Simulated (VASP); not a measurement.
# BP (F-43m) in VASP: settings compared, part 2 of 2

VASP 6.6.1.

## 4. Equation of state, PBEsol, 11.09 Å³/atom (a relaxed cell with its volume scaled by 0.96)

The input, INCAR:

```
SYSTEM = BP
  ALGO = Normal
  EDIFF = 1E-6
  ENCUT = 520
  GGA = PS
  ISIF = 2
  ISMEAR = 0
  LASPH = .True.
  LCHARG = .False.
  LREAL = .False.
  LWAVE = .False.
  NELM = 60
  PREC = Accurate
  SIGMA = 0.02
```

The input, KPOINTS:

```
k-points
0
Gamma
  8 8 8
  0 0 0
```

The input, POSCAR:

```
BP                                      
1.0
    0.0000000000      2.2300769723      2.2300769723
    2.2300769723     -0.0000000000      2.2300769723
    2.2300769723      2.2300769723      0.0000000000
  P               B             
     1     1
Direct
     0.7500000000000000    0.7500000000000000    0.7500000000000000
     0.0000000000000000    0.0000000000000000    0.0000000000000000
```

Potentials or basis: VASP PAW PBE potentials, release 64 (P, B).

Launch:

```console
$ cat potpaw_PBE.64/P/POTCAR potpaw_PBE.64/B/POTCAR > POTCAR
$ mpirun -np 1 vasp_std > vasp.out
```

It took 2.3 s on 1 thread of Intel Xeon 6975P-C (Granite Rapids), shared host; peak memory 0.13 GiB.

Results (log left out):

- Free energy: -13.6503 eV
- Pressure: 7.5 GPa
- Band gap on the k mesh: 1.10 eV, indirect (least direct gap 3.44 eV)

Caveat: the PAW data sets were made with another functional, which shifts forces and pressure a little.

## 5. Equation of state, PBEsol, 11.32 Å³/atom (a relaxed cell with its volume scaled by 0.98)

INCAR is that of step 4.

KPOINTS is that of step 4.

The input, POSCAR:

```
BP                                      
1.0
    0.0000000000      2.2454572995      2.2454572995
    2.2454572995     -0.0000000000      2.2454572995
    2.2454572995      2.2454572995      0.0000000000
  P               B             
     1     1
Direct
     0.7500000000000000    0.7500000000000000    0.7500000000000000
     0.0000000000000000    0.0000000000000000    0.0000000000000000
```

Launch:

```console
$ cat potpaw_PBE.64/P/POTCAR potpaw_PBE.64/B/POTCAR > POTCAR
$ mpirun -np 1 vasp_std > vasp.out
```

It took 2.7 s on 1 thread of Intel Xeon 6975P-C (Granite Rapids), shared host; peak memory 0.12 GiB.

Results (log left out):

```yaml
Free_energy: -13.6663 eV
Pressure: 3.5 GPa
Band_gap_on_the_k_mesh: 1.13 eV, indirect (least direct gap 3.40 eV)
```

Caveat: the PAW data sets were made with another functional, which shifts forces and pressure a little.

## 6. Equation of state, PBEsol, 11.55 Å³/atom

INCAR is that of step 5.

KPOINTS is that of step 5.

The input, POSCAR:

```
BP                                      
1.0
    0.0000000000      2.2606297685      2.2606297685
    2.2606297685     -0.0000000000      2.2606297685
    2.2606297685      2.2606297685      0.0000000000
  P               B             
     1     1
Direct
     0.7500000000000000    0.7500000000000000    0.7500000000000000
     0.0000000000000000    0.0000000000000000    0.0000000000000000
```

Potentials or basis: VASP PAW PBE potentials, release 64 (P, B).

Launch:

```console
$ cat potpaw_PBE.64/P/POTCAR potpaw_PBE.64/B/POTCAR > POTCAR
$ mpirun -np 1 vasp_std > vasp.out
```

It took 2.7 s on 1 thread of Intel Xeon 6975P-C (Granite Rapids), shared host; peak memory 0.12 GiB.

It converged, with:

```
Free energy            : -13.6716 eV
Pressure               : 0.0 GPa
Band gap on the k mesh : 1.15 eV, indirect (least direct gap 3.37 eV)
```

Caveat: the PAW data sets were made with another functional, which shifts forces and pressure a little.

## 7. Equation of state, PBEsol, 11.78 Å³/atom (a relaxed cell with its volume scaled by 1.02)

INCAR is that of step 6.

KPOINTS is that of step 6.

The input, POSCAR:

```
BP                                      
1.0
    0.0000000000      2.2756012629      2.2756012629
    2.2756012629     -0.0000000000      2.2756012629
    2.2756012629      2.2756012629      0.0000000000
  P               B             
     1     1
Direct
     0.7500000000000000    0.7500000000000000    0.7500000000000000
     0.0000000000000000    0.0000000000000000    0.0000000000000000
```

Launch:

```console
$ cat potpaw_PBE.64/P/POTCAR potpaw_PBE.64/B/POTCAR > POTCAR
$ mpirun -np 1 vasp_std > vasp.out
```

Run time: 3.1 s. Hardware: 1 thread of Intel Xeon 6975P-C (Granite Rapids), shared host; peak memory 0.13 GiB.

Results (log left out):

```
Free energy            : -13.6671 eV
Pressure               : -3.2 GPa
Band gap on the k mesh : 1.17 eV, indirect (least direct gap 3.34 eV)
```

Caveat: the PAW data sets were made with another functional, which shifts forces and pressure a little.

## 8. Equation of state, PBEsol, 12.01 Å³/atom (a relaxed cell with its volume scaled by 1.04)

INCAR is that of step 7.

KPOINTS is that of step 7.

The input, POSCAR:

```
BP                                      
1.0
    0.0000000000      2.2903783085      2.2903783085
    2.2903783085     -0.0000000000      2.2903783085
    2.2903783085      2.2903783085      0.0000000000
  P               B             
     1     1
Direct
     0.7500000000000000    0.7500000000000000    0.7500000000000000
     0.0000000000000000    0.0000000000000000    0.0000000000000000
```

Launch:

```console
$ cat potpaw_PBE.64/P/POTCAR potpaw_PBE.64/B/POTCAR > POTCAR
$ mpirun -np 1 vasp_std > vasp.out
```

Wall time 2.7 s (1 thread of Intel Xeon 6975P-C (Granite Rapids), shared host); peak memory 0.13 GiB.

It converged, with:

- Free energy: -13.6537 eV
- Pressure: -6.2 GPa
- Band gap on the k mesh: 1.20 eV, indirect (least direct gap 3.32 eV)

Caveat: the PAW data sets were made with another functional, which shifts forces and pressure a little.

## 9. Equation of state, PBEsol

This run uses another cell than the first one, of 11.55 Å³/atom, 0.989 times its volume.

Potentials or basis: VASP PAW PBE potentials, release 64 (P, B).

This step only gathers the single runs of the series.

Results:

```
Equilibrium volume                      : 11.56 Å³/atom
Bulk modulus                            : 169 GPa
Pressure derivative of the bulk modulus : 3.8 (rough: it moves with the points fitted)
```

Energy against volume, from the lowest point:
```csv
volume (Å³/atom),energy (meV/atom)
11.091,10.63
11.322,2.62
11.553,0.00
11.784,2.26
12.015,8.96
```

Caveat: the PAW data sets were made with another functional, which shifts forces and pressure a little.

## 10. For comparison

An earlier run on the cell as given: functional PBEsol; potentials or basis VASP PAW PBE potentials, release 64 (P, B); cutoff 520 eV; k mesh 10 × 10 × 10; occupations fermi-dirac, width 0.05 eV; no spin polarisation.

- Pressure: -1.9 GPa
- Band gap on the k mesh: 1.13 eV, indirect (least direct gap 3.36 eV)

## 11. How close it comes

Step 9. Measured bulk modulus of BP: 179 GPa (300 K; “Equation of state of single-crystal cubic boron phosphide”, 2014, arxiv:1407.1677). This calculation gives 169 GPa (-5.6 %). 3 values of this kind are on record (173 to 179 GPa); this one was drawn at random among those near their median, those with a stated uncertainty first. The fit is for a static lattice scaled at fixed shape and fixed fractional positions.
